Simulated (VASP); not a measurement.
Here is the system:

```
CELL_PARAMETERS angstrom
      0.00000     3.07845     3.07845
      3.07845     0.00000     3.07845
      3.07845     3.07845     0.00000
ATOMIC_POSITIONS crystal
  Al 0.00000 0.00000 0.00000
  Sb 0.25000 0.25000 0.25000
```

These are PBE GGA with D3 dispersion (Becke-Johnson damping), VASP's PBE PAW potentials (set 64) (plane waves; VASP) values and carry that method's errors. Run with 520 eV cut-off, Gaussian smearing of 0.050 eV, potentials Al Sb.

Unless said otherwise, spin-orbit coupling is left out, though it shifts the bands of the heavy elements here.

### Question
Predict the band gap (along the path) with the smallest direct gap where there is one.

### Answer

| Item | Result |
|---|---|
| band gap (along the path) | 1.21 eV |
| smallest direct gap (along the path) | 1.54 eV |

The absolute energy has meaning only against runs of the same code, potentials and settings.

The compound is AlSb in the zinc blende structure. It was relaxed first.
